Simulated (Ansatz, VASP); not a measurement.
**Pb in VASP and in Ansatz**

The input INCAR:

```
SYSTEM = Pb
PREC     = Accurate       ! precision mode
ENCUT    = 520            ! plane-wave cutoff, eV
EDIFF    = 1E-6           ! SCF threshold, eV
ISMEAR   = -1             ! smearing method
SIGMA    = 0.05           ! smearing width, eV
LREAL    = .FALSE.        ! projectors in reciprocal space
LASPH    = .TRUE.         ! aspherical terms in the spheres
NELM     = 80             ! most SCF steps
ALGO     = Normal         ! electronic algorithm
ISIF     = 2              ! what is computed and relaxed
LWAVE    = .FALSE.        ! write WAVECAR
LCHARG   = .TRUE.         ! write CHGCAR
METAGGA  = R2SCAN         ! meta-GGA
LMIXTAU  = .TRUE.       
LELF     = .TRUE.         ! ELF
LVHAR    = .TRUE.
```

KPOINTS

```
Automatic mesh
0
G
  9 9 9
  0 0 0
```

File POSCAR:

```
Pb
1.0
   -1.9796595667      1.9796595667      1.9796595667
    1.9796595667     -1.9796595667      1.9796595667
    1.9796595667      1.9796595667     -1.9796595667
Pb
1
Direct
    0.0000000000      0.0000000000      0.0000000000
```

The input input.yaml:

```yaml
crystal:
  lattice:
    - [-1.9796595667, 1.9796595667, 1.9796595667]
    - [1.9796595667, -1.9796595667, 1.9796595667]
    - [1.9796595667, 1.9796595667, -1.9796595667]
  atoms:
    - { symbol: Pb, position: [0.0, 0.0, 0.0] }
hamiltonian:
  xc: r2scan
  pseudopotentials: { kind: paw }
kpoints:
  mp_grid: { grid: [9, 9, 9] }
scf:
  occupations: { method: fermi_dirac, width: 0.05 }
output:
  forces: true
  stress: true
  eigenvalues: true
```

This isn't the form of Pb at room conditions, which is fcc.

Alike in both runs: task single point; functional r2SCAN; k mesh 9 × 9 × 9; occupations fermi-dirac, width 0.05 eV; no spin polarisation.

|  | VASP | Ansatz |
| --- | --- | --- |
| version | VASP 6.6.1 | Ansatz 0.2.0 |
| potentials or method | VASP PAW PBE potentials, release 64 (Pb_d) | Ansatz PAW |
| plane-wave cutoff (eV) | 520 | 500 |
| valence electrons in the cell | 14 | 14 |

Ansatz gave:

* gap on the k mesh at the Fermi level (eV): none
* pressure (GPa): -0.4

Task: Estimate VASP's values.

Result: gap on the k mesh at the Fermi level (eV): none; pressure (GPa): -0.5.

A gap of «none» marks a metal or a gap that the smearing closes.

Caveats: the PAW data sets were made with another functional, which shifts forces and pressure a little (VASP); the PAW data sets come from PBE, with cores solved anew for the run's functional, which leaves a small shift of forces and pressure (Ansatz). The runs have no spin-orbit coupling, so splittings on Pb are missing.
